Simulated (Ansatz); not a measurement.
# Ta: properties at the relaxed cell

One table from this session's results is given with a row withheld; the runs are named, their logs left out.

Method: DFT PBE, scalar-relativistic, plane waves, PAW, in Ansatz 0.2.0.

1 further run of the same task is left out (set aside as unsound or not needed).

### Starting point

Symmetry: Im-3m, No. 229, cubic system. Conventional cell: a = 3.319 Å, b = 3.319 Å, c = 3.319 Å, α = 90.00°, β = 90.00°, γ = 90.00°. Around Ta (site symmetry m-3m) lie 8 Ta at 2.87 Å.

Coordinates:

```
CELL_PARAMETERS angstrom
-1.65939 1.65939 1.65939
1.65939 -1.65939 1.65939
1.65939 1.65939 -1.65939
ATOMIC_POSITIONS crystal
Ta 0.00000 0.00000 0.00000
```

This cell was relaxed beforehand with the same method: volume 18.28 Å³/atom, gap on the mesh none (metal).

The first run:

The input, input.yaml:

```yaml
crystal:
  lattice:
    - [-1.65939482, 1.65939482, 1.65939482]
    - [1.65939482, -1.65939482, 1.65939482]
    - [1.65939482, 1.65939482, -1.65939482]
  atoms:
    - { symbol: Ta, position: [0.0, 0.0, 0.0] }
basis:
  ecutwfc: 420
kpoints:
  mp_grid: { grid: [18, 18, 18] }
  band_path:
    path:
      - [[0.0, 0.0, 0.0], [0.5, -0.5, 0.5], [0.0, 0.0, 0.5], [0.0, 0.0, 0.0], [0.25, 0.25, 0.25], [0.5, -0.5, 0.5]]
      - [[0.25, 0.25, 0.25], [0.0, 0.0, 0.5]]
    npoints: 14
hamiltonian:
  xc: pbe
scf:
  occupations: { method: gaussian, width: 0.1 }
  n_extra_bands: 6
output:
  forces: true
  stress: true
  eigenvalues: true
  populations: true
  dos: { projected: true, de: 0.02, nscf_kmesh: { grid: [27, 27, 27] } }
  bader: true
```

Started as:

```
$ ansatz run input.yaml --threads 1 --pin off --max-ram 2560MiB --backend cpu --events-out ev --progress --plain --runs-dir out
```

Among the steps run: Electronic structure at the relaxed geometry; Volume × 0.97; Volume × 1.03; Volume × 0.94; Point at V/V0 = 1.06.

One of the session's tables, all rows but one given; the rest of the session is left out.

```
volume (Å³/atom)  energy above the lowest point (meV/atom)  pressure (GPa)
          17.181                                      43.7           13.47
          17.729                                         ?               ?
          18.277                                       0.0            0.00
          18.825                                       9.6           -5.43
          19.374                                      36.6          -10.15
```

**Question.** Estimate the row for volume (Å³/atom) = 17.729.

Worked estimate for «energy above the lowest point (meV/atom)». A straight line through the neighbours (17.181, 43.7) and (18.277, 0.0) gives 43.7 + (0.0 − 43.7) × (17.729 − 17.181) / (18.277 − 17.181) = 21.9; a parabola fitted to 3 rows on both sides gives 11.4.

**Answer.** energy above the lowest point (meV/atom): 10.4; pressure (GPa): 6.25. In «energy above the lowest point (meV/atom)» the line misses by +11.5 and the parabola by +1.0.

To keep in mind: Spin-orbit coupling is left out, which matters for the bands of Ta.
